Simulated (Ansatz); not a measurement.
**SnO2 and the effect of the functional**

The cell as given:

```cif
data_structure
_symmetry_space_group_name_H-M 'I4_1/amd:1'
_symmetry_Int_Tables_number 141
_cell_length_a 4.0001
_cell_length_b 4.0001
_cell_length_c 10.2474
_cell_angle_alpha 90.000
_cell_angle_beta 90.000
_cell_angle_gamma 90.000
_cell_volume 163.97
loop_
_atom_site_label
_atom_site_type_symbol
_atom_site_symmetry_multiplicity
_atom_site_Wyckoff_symbol
_atom_site_fract_x
_atom_site_fract_y
_atom_site_fract_z
_atom_site_occupancy
Sn1 Sn 4 a 0.00000 0.00000 0.00000 1
O1 O 8 e 0.00000 0.50000 0.04652 1
```

Measurements of this composition are mostly on another form, of space group No. 136.

Kept alike: task relaxation of cell and atoms; k mesh 9 × 9 × 9; occupations fermi-dirac, width 0.05 eV; no spin polarisation. Program: Ansatz, Ansatz PAW. Cutoffs run from 420 to 500 eV. The mesh is that of the run's cell of 6 atoms. No spin-orbit coupling.

| run | volume (Å³/atom) |
| --- | --- |
| A | 13.386 |
| B | 13.599 |
| C | 13.743 |

The relaxations keep at least the cell's symmetry (I4_1/amd). Relaxations stop with a little pressure left, so the last digits of a volume or edge aren't settled. Ansatz's relaxations hold a Pulay term in the stress (up to 1.0 GPa here). All rows use potentials made for PBE.

**Question.** The runs differ in the functional (and the cutoff that goes with it) alone: LDA; PBEsol; r2SCAN. Which run is which?

**Answer.** Run A is LDA; run B is r2SCAN; run C is PBEsol. The volume runs from 13.386 (LDA) to 13.743 Å³/atom (PBEsol).
